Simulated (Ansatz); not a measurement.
Hf under strains and displacements

All numbers below come from Ansatz 0.2.0, DFT PBEsol, scalar-relativistic, plane waves, PAW.

Settings: cutoff 420 eV, Γ-centred mesh 16×16×16 on the computed 1-atom cell, Gaussian smearing of 0.10 eV; no spin polarisation.

Reference cell:

```xyz
1
Lattice="0.0000 2.2200 2.2200 2.2200 0.0000 2.2200 2.2200 2.2200 0.0000" Properties=species:S:1:pos:R:3 pbc="T T T"
Hf    0.0000    0.0000    0.0000
```

Each variant moves atoms of this cell by the vectors given, if any (Å), and then applies a symmetric strain (tensor components, Cartesian axes). The reference cell isn't relaxed at this level. Energies are per atom at zero smearing, counted from the lowest variant. Pressure is positive in compression.

1. strain (xx yy zz yz xz xy, %) 4.77 4.77 4.77 0.00 0.00 0.00
2. strain (xx yy zz yz xz xy, %) -2.44 -2.44 -2.44 0.00 0.00 0.00
3. strain (xx yy zz yz xz xy, %) -0.42 -0.42 -0.42 0.00 0.00 0.00
4. strain (xx yy zz yz xz xy, %) 0.73 0.73 0.73 0.00 0.00 0.00

| result | ΔE (meV/atom) | P (GPa) |
| --- | --- | --- |
| A | 160.8 | -12.78 |
| B | 10.0 | -3.72 |
| C | 25.4 | 7.05 |
| D | 0.0 | -0.27 |

Problem. Which variant gave which result?

Solution. A is 1, B is 4, C is 2, D is 3. The pressure falls as the cell grows: from the smallest volume to the largest the variants are 2, 3, 4, 1.

Spin–orbit coupling is left out, which can shift energies with elements as heavy as these.

This fcc form isn't the element's structure at ambient conditions.